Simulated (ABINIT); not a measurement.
A run of ABINIT 10.8.3 (patched build) is set up as follows.

run.abi

```
ndtset 2

pp_dirpath "./"
pseudos "Sr.LDA_PW-JTH.xml, O.LDA_PW-JTH.xml"

acell 6.8583759662 6.8583759662 6.8583759662
rprim
     0.0000000000     0.7071067812     0.7071067812
     0.7071067812     0.0000000000     0.7071067812
     0.7071067812     0.7071067812     0.0000000000
ntypat 2
znucl 38 8
natom 2
typat 1 2
xred
     0.5000000000     0.5000000000     0.5000000000
     0.0000000000     0.0000000000     0.0000000000

ecut 28.0
pawecutdg 50.0

ixc -208012
usekden 1
pawxcdev 0

occopt 3
tsmear 0.05 eV

nstep 100
diemix 0.3
optforces 0
optstress 0

iomode 3
prtwf 0
prteig 0
prtebands 0
prtden1 1
prtkden1 1

kptopt1 1
ngkpt1 9 9 9
nshiftk1 1
shiftk1 0.0 0.0 0.0
nband1 12
tolvrs1 1.0e-7

iscf2 -2
getden2 1
getkden2 1
nband2 18
nbdbuf2 4
tolwfr2 1.0e-11
kptopt2 -9
ndivsm2 5
prteig2 1
kptbounds2
     0.0000000000     0.0000000000     0.0000000000
     0.5000000000     0.0000000000     0.5000000000
     0.5000000000     0.2500000000     0.7500000000
     0.3750000000     0.3750000000     0.7500000000
     0.0000000000     0.0000000000     0.0000000000
     0.5000000000     0.5000000000     0.5000000000
     0.6250000000     0.2500000000     0.6250000000
     0.5000000000     0.2500000000     0.7500000000
     0.5000000000     0.5000000000     0.5000000000
     0.3750000000     0.3750000000     0.7500000000
```

Potentials or basis: JTH PAW LDA v2.0.

Launch:

```sh
$ abinit run.abi > log 2>&1
```

**Question.** Predict the band gap on the k mesh.

**Answer.** 5.12 eV, indirect (least direct gap 5.17 eV).

**Question.** Predict the band gap along the path.

**Answer.** 5.07 eV, indirect (least direct gap 5.11 eV).

Levels at the corners of the path, in eV from the valence-band top:
| point | band 4 | band 5 | band 6 | band 7 | band 8 | band 9 | band 10 | band 11 | band 12 | band 13 |
| --- | --- | --- | --- | --- | --- | --- | --- | --- | --- | --- |
| Γ | -14.25 | -14.25 | 0.00 | 0.00 | 0.00 | 6.39 | 7.38 | 7.38 | 7.38 | 8.89 |
| X | -14.55 | -14.55 | -0.25 | -0.05 | -0.05 | 5.07 | 8.65 | 10.33 | 11.44 | 11.44 |
| W | -14.79 | -13.96 | -0.98 | -0.26 | -0.26 | 7.56 | 7.56 | 9.19 | 11.45 | 11.57 |
| K | -14.47 | -14.13 | -0.72 | -0.51 | -0.29 | 6.41 | 9.39 | 9.41 | 10.73 | 11.24 |
| Γ | -14.25 | -14.25 | 0.00 | 0.00 | 0.00 | 6.39 | 7.38 | 7.38 | 7.38 | 8.89 |
| L | -14.31 | -13.54 | -1.62 | -1.02 | -1.02 | 8.00 | 9.68 | 9.68 | 10.95 | 12.14 |
| U | -14.47 | -14.13 | -0.72 | -0.51 | -0.29 | 6.41 | 9.39 | 9.41 | 10.73 | 11.24 |
| W | -14.79 | -13.96 | -0.98 | -0.26 | -0.26 | 7.56 | 7.56 | 9.19 | 11.45 | 11.57 |
| L | -14.31 | -13.54 | -1.62 | -1.02 | -1.02 | 8.00 | 9.68 | 9.68 | 10.95 | 12.14 |
| K | -14.47 | -14.13 | -0.72 | -0.51 | -0.29 | 6.41 | 9.39 | 9.41 | 10.73 | 11.24 |

Caveat: the constant c of TB-mBJ comes from the pseudo density here, which moves gaps by up to 0.3 eV between sets of potentials.
